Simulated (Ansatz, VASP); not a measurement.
## One calculation of Cu, two programs

```
Cu
1.0
    -1.44279    1.44279    1.37608
     1.44279   -1.44279    1.37608
     1.44279    1.44279   -1.37608
Cu
1
Direct
  0.00000 0.00000 0.00000
```

This isn't the form of Cu at room conditions, which is fcc.

Alike in both runs: task single point; functional LDA; k mesh 15 × 15 × 15; occupations gaussian, width 0.05 eV; no spin polarisation.

|  | VASP | Ansatz |
| --- | --- | --- |
| version | VASP 6.6.1 | Ansatz 0.2.0 |
| potentials or method | VASP PAW LDA potentials, release 64 (Cu) | plane waves, PAW |
| plane-wave cutoff (eV) | 520 | 420 |
| valence electrons in the cell | 11 | 19 |

|  | VASP | Ansatz | Ansatz less VASP |
| --- | --- | --- | --- |
| gap on the k mesh at the Fermi level (eV) | none | none | - |
| pressure (GPa) | -6.9 | -7.8 | -0.85 |
| largest component of the traceless stress (GPa) | 0.54 | 0.54 | -0.005 |

A gap of «none» marks a metal or a gap that the smearing closes. The two sets of potentials don't hold the same shells in valence.
